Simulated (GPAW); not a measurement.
Set up this calculation in GPAW 26.7.0, as an ASE script.

| Quantity | Value |
| --- | --- |
| Task | equation of state |
| Functional | PBEsol |
| Potentials or basis | PAW data sets generated in the run's folder for this functional |
| Cutoff | 800 eV |
| Basis | pw |
| k mesh | 6 × 6 × 5 |
| Occupations | fermi-dirac, width 0.05 eV |
| Spin | no spin polarisation |
| Maxiter | 150 |
| Eos scales | [0.94, 0.96, 0.98, 1.0, 1.02, 1.04, 1.06] |

SnO:

```xyz
4
Lattice="3.8137 0.0000 0.0000 0.0000 3.8137 0.0000 0.0000 0.0000 4.8869" Properties=species:S:1:pos:R:3 pbc="T T T"
Sn    1.9068    0.0000    3.7367
Sn    0.0000    1.9068    1.1503
O     0.0000    0.0000    0.0000
O     1.9068    1.9068    0.0000
```

The cell is a database's computed one.

One way to write it, as run:

run.py

```python
from ase import Atoms
from ase.eos import EquationOfState
from ase.io import Trajectory
from ase.units import GPa
from gpaw import GPAW, PW, setup_paths

setup_paths.insert(0, '.')

atoms = Atoms(['Sn', 'Sn', 'O', 'O'],
              cell=[[3.81369522, 0.0, 0.0],
                    [0.0, 3.81369522, 0.0],
                    [0.0, 0.0, 4.8869133]],
              scaled_positions=[[0.5, 0.0, 0.76462614],
                                [0.0, 0.5, 0.23537386],
                                [0.0, 0.0, 0.0],
                                [0.5, 0.5, 0.0]],
              pbc=True)

traj = Trajectory('eos.traj', 'w')
volumes, energies = [], []
for x in [0.94, 0.96, 0.98, 1.0, 1.02, 1.04, 1.06]:
    a = atoms.copy()
    a.set_cell(atoms.cell * x**(1 / 3), scale_atoms=True)
    calc = GPAW(mode=PW(800),
                xc='PBEsol',
                kpts={'size': (6, 6, 5), 'gamma': True},
                occupations={'name': 'fermi-dirac', 'width': 0.05},
                nbands=33,
                convergence={'density': 1e-05, 'energy': 1e-05},
                maxiter=150,
                txt=f'eos-{x:.2f}.txt')
    a.calc = calc
    energies.append(a.get_potential_energy(force_consistent=True))
    volumes.append(a.get_volume())
    p = -a.get_stress()[:3].mean() / GPa
    calc.write(f'eos-{x:.2f}.gpw')
    traj.write(a)
    print(f'{x:.2f} {volumes[-1]:10.4f} A^3 {energies[-1]:14.6f} eV {p:9.3f} GPa', flush=True)

v0, e0, B = EquationOfState(volumes, energies, eos='birchmurnaghan').fit()
print(f'V0 = {v0:.4f} A^3, E0 = {e0:.6f} eV, B0 = {B / GPa:.2f} GPa')
```

Potentials or basis: PAW data sets generated in the run's folder for this functional, pw.

Command:

```console
$ gpaw-setup -f PBEsol O Sn
$ OMP_NUM_THREADS=1 python run.py
```

Results of the run:

```json
{
 "Equilibrium volume": "17.54 Å³/atom",
 "Bulk modulus at fixed shape and positions": "95 GPa",
 "Pressure derivative of the bulk modulus": "4.4"
}
```

Caveat: the cell was scaled at fixed shape and fractional positions, which overstates the stiffness of a crystal with free parameters, most of all of layers and chains.

Run time: 6.7 min on 1 thread of Arm Neoverse V2, on a shared host, peak memory 0.41 GiB.
